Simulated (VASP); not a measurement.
GaSb: relaxation of cell and atoms with optB86b-vdW

Crystal: GaSb.

```
Sb Ga
1.0
     0.00000    3.05900    3.05900
     3.05900    0.00000    3.05900
     3.05900    3.05900    0.00000
Sb Ga
1 1
Direct
  0.75000 0.75000 0.75000
  0.00000 0.00000 0.00000
```

```yaml
Program: VASP 6.6.1
Task: relaxation of cell and atoms
Functional: optB86b-vdW
Potentials_or_basis: VASP PAW PBE potentials, release 64 (Sb, Ga_d)
Cutoff: 600 eV
k_mesh: 8 × 8 × 8
Occupations: fermi-dirac, width 0.05 eV
Spin: no spin polarisation
Further_INCAR_settings: ALGO = Fast; EDIFF = 1e-06; IBRION = 2; EDIFFG = -0.005; NSW = 40; ISIF = 3
```

The relaxed volume is 29.27 Å³/atom. The relaxed cell is a = 4.359 Å, b = 4.359 Å, c = 4.359 Å, α = 60.00°, β = 60.00°, γ = 60.00°, the space group after relaxing (to 0.05 Å) is F-43m (No. 216) and the energy gained by relaxing is 2.3 meV/atom. The ionic steps are 8. The pressure after relaxing is 0.0 GPa and the band gap on the k mesh is none (metal or under the smearing width).

Step by step:
```
step  energy change (eV)  largest force (eV/Å)  pressure (GPa)  volume (Å³)
   1              0.0000                0.0000            1.13        57.25
   2             -0.0043                0.0000           -0.32        58.94
   3             -0.0046                0.0000            0.03        58.56
   4             -0.0046                0.0000           -0.06        58.60
   5             -0.0046                0.0000            0.14        58.51
   6             -0.0046                0.0000           -0.03        58.55
   7             -0.0046                0.0000            0.07        58.54
   8             -0.0046                0.0000           -0.01        58.55
```

Final structure:
```cif
data_structure
_symmetry_space_group_name_H-M 'P 1'
_symmetry_Int_Tables_number 1
_cell_length_a 4.3585
_cell_length_b 4.3585
_cell_length_c 4.3585
_cell_angle_alpha 60.000
_cell_angle_beta 60.000
_cell_angle_gamma 60.000
_cell_volume 58.55
loop_
_atom_site_label
_atom_site_type_symbol
_atom_site_fract_x
_atom_site_fract_y
_atom_site_fract_z
_atom_site_occupancy
Sb1 Sb 0.75000 0.75000 0.75000 1
Ga1 Ga 0.00000 0.00000 0.00000 1
```

Levels at points of the mesh, in eV from the Fermi level:
| k point | band 5 | band 6 | band 7 | band 8 | band 9 | band 10 | band 11 | band 12 | band 13 |
| --- | --- | --- | --- | --- | --- | --- | --- | --- | --- |
| (0.00, 0.00, 0.00) | -15.05 | -11.38 | -0.25 | -0.04 | -0.04 | -0.04 | 2.72 | 2.72 | 2.72 |
| (0.50, 0.00, 0.00) | -15.05 | -9.82 | -6.32 | -1.16 | -1.16 | 0.27 | 3.69 | 3.69 | 6.41 |
| (0.50, 0.50, 0.00) | -15.05 | -9.02 | -6.78 | -2.54 | -2.54 | 0.86 | 1.22 | 8.45 | 8.45 |

It took 6.2 min on 1 thread of AMD EPYC 7R13 Processor (Zen 3), on a shared host, peak memory 0.45 GiB.

Caveat: the PAW data sets were made with another functional, which shifts forces and pressure a little; this crystal is a semiconductor, whose small gap the functional closes, so the metal is an error of the method. Zero-point motion and thermal expansion aren't in these numbers.
